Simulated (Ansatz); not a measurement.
The system is SiC (Moissanite).

```xyz
4
Lattice="3.0760 0.0000 0.0000 -1.5380 2.6639 0.0000 0.0000 0.0000 5.0480" Properties=species:S:1:pos:R:3 pbc="T T T"
Si    1.5380    0.8880    2.5240
Si    0.0000    1.7759    0.0000
C     1.5380    0.8880    4.4675
C     0.0000    1.7759    1.9435
```

Base run:

| Property | Result |
| --- | --- |
| Program | Ansatz 0.2.0 |
| Functional | PBE |
| Potentials or basis | Ansatz PAW |
| Cutoff | 420 eV (not typed: the program's choice for these potentials) |
| k mesh | 10 × 10 × 5 |
| Occupations | fermi-dirac, width 0.05 eV |
| Spin | no spin polarisation |

Its results: band gap on the k mesh 2.48 eV, indirect (least direct gap 4.08 eV); pressure 3.7 GPa; largest force 0.753 eV/Å.

Problem. The run is repeated on the same cell with these changes: k mesh from 10 × 10 × 5 to 3 × 3 × 2. What comes out?

Solution. Band gap on the k mesh 2.26 eV, indirect (least direct gap 4.34 eV); pressure 4.4 GPa; largest force 0.585 eV/Å.

Caveats: some runs use coarse meshes; the k mesh misses the band edges, so the gap on the mesh is wider than the one along the path (some runs); odd divisions of the mesh miss points on the zone boundary, where band edges often lie, so the gap on the mesh can be too wide (some runs).
